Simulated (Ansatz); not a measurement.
**What strain does to LiF (CsCl type)**

LiF built on the CsCl prototype, relaxed with r2SCAN in the plane-wave code Ansatz. It is cubic, Pm-3m (No. 221); conventional cell a = 2.516 Å, 7.97 Å³ an atom. Li has 8 F at 2.18 Å; F has 8 Li at 2.18 Å.

The axes x, y and z are those of this cell:
```xyz
2
Lattice="2.5163 0.0000 0.0000 0.0000 2.5163 0.0000 0.0000 0.0000 2.5163" Properties=species:S:1:pos:R:3 pbc="T T T"
Li    0.0000    0.0000    0.0000
F     1.2581    1.2581    1.2581
```

Unstrained: With PBE the valence top lies at M and the conduction bottom at Γ, 7.935 eV higher; the smallest vertical gap, at Γ, is 8.655 eV. With r2SCAN the valence top lies at M and the conduction bottom at Γ, 8.910 eV higher; the smallest vertical gap, at Γ, is 9.643 eV. HSE06 gives an indirect gap of 10.167 eV, from M to Γ; the least direct gap is 10.927 eV at Γ. Meshes: PBE 10×10×10, r2SCAN 10×10×10, HSE06 8×8×8. Strains are changes of length per length. After each strain the atoms were relaxed again with r2SCAN within the symmetry that the strain leaves, so tilts or polar shifts that break it weren't tested; points keep the names that they have in the unstrained zone. One strained cell lies below the unstrained one, which is therefore a saddle: all changes count from an unstable reference. The cell comes from a prototype generator: it can be a known phase or a hypothetical one. Spin polarisation is off.

Changes of the least gap in eV (an overlap counts as a negative gap):
```tsv
strain	volume change (%)	space group	PBE	r2SCAN	HSE06	energy rise, r2SCAN (meV/atom)
biaxial +1.55 % in x and y, z held	+3.1	P4/mmm	-0.338	-0.349	-0.353	2.9
epitaxial +5.64 % in the plane normal to [111], free normal strain -10.94 %	-0.6	R-3m	+0.203	+0.193	+0.220	-17.7
uniaxial +2.12 % along [111]	+2.1	R-3m	-0.178	-0.184	-0.190	0.3
```

Biaxial +1.55 % in x and y, z held. HSE06: the gap goes from 10.167 to 9.814 eV (-0.353 eV). Stress change with r2SCAN, compression positive: xx -3.75, yy -3.75, zz +0.88 GPa.

Epitaxial +5.64 % in the plane normal to [111], free normal strain -10.94 %. HSE06: the gap goes from 10.167 to 10.387 eV (+0.220 eV). Stress change with r2SCAN, compression positive: xx +2.09, yy +2.09, zz +2.09, xy -1.21, xz -1.21, yz -1.21 GPa.

Uniaxial +2.12 % along [111], other directions held. HSE06: the gap goes from 10.167 to 9.977 eV (-0.190 eV). Stress change with r2SCAN, compression positive: xx -1.54, yy -1.54, zz -1.54, xy +0.46, xz +0.46, yz +0.46 GPa.

The meshes of the hybrids are coarse, so their gaps aren't converged to the digits shown.
